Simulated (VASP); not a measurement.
Mg: relaxation of cell and atoms with RPBE

Crystal: Mg.

```
Mg
1.0
     3.20930    0.00000    0.00000
    -1.60465    2.77934    0.00000
     0.00000    0.00000    5.21030
Mg
2
Direct
  0.33333 0.66667 0.25000
  0.66667 0.33333 0.75000
```

| Quantity | Value |
| --- | --- |
| Program | VASP 6.6.1 |
| Task | relaxation of cell and atoms |
| Functional | RPBE |
| Potentials or basis | VASP PAW PBE potentials, release 64 (Mg) |
| Cutoff | 600 eV |
| k mesh | 15 × 15 × 8 |
| Occupations | gaussian, width 0.1 eV |
| Spin | no spin polarisation |
| Further INCAR settings | ALGO = Normal; EDIFF = 1e-07; IBRION = 2; EDIFFG = -0.005; NSW = 90; ISIF = 3 |

| Item | Value |
| --- | --- |
| Relaxed volume | 23.57 Å³/atom |
| Relaxed cell | a = 3.239 Å, b = 3.239 Å, c = 5.188 Å, α = 90.00°, β = 90.00°, γ = 120.00° |
| Space group after relaxing (to 0.05 Å) | P6_3/mmc (No. 194) |
| Energy gained by relaxing | 1.0 meV/atom |
| Ionic steps | 6 |
| Pressure after relaxing | 0.0 GPa |
| Band gap on the k mesh | none (metal or under the smearing width) |

The path:
```csv
step,energy change (eV),largest force (eV/Å),pressure (GPa),volume (Å³)
1,0.0000,0.0000,0.49,46.47
2,-0.0015,0.0000,0.12,46.95
3,-0.0017,0.0000,-0.11,47.27
4,-0.0017,0.0000,-0.10,47.25
5,-0.0019,0.0000,-0.05,47.19
6,-0.0019,0.0000,-0.01,47.13
```

Final structure:
```yaml
crystal:
  lattice:
    - [3.23896, 0.00000, 0.00000]
    - [-1.61948, 2.80502, 0.00000]
    - [0.00000, 0.00000, 5.18757]
  atoms:
    - { symbol: Mg, position: [0.33333, 0.66667, 0.25000] }
    - { symbol: Mg, position: [0.66667, 0.33333, 0.75000] }
```

Levels at points of the mesh, in eV from the Fermi level:
| k point | band 1 | band 2 | band 3 | band 4 | band 5 | band 6 |
| --- | --- | --- | --- | --- | --- | --- |
| (0.00, 0.00, 0.00) | -6.82 | -1.59 | -1.09 | 10.66 | 10.66 | 10.73 |
| (0.00, 0.00, 0.50) | -5.43 | -5.43 | 5.17 | 5.17 | 11.42 | 11.42 |

Run time: 54 s on 1 thread of Intel(R) Xeon(R) Platinum 8488C (Sapphire Rapids) (shared host), peak memory 0.21 GiB.

Caveat: the PAW data sets were made with another functional, which shifts forces and pressure a little. Zero-point motion and thermal expansion aren't in these numbers.
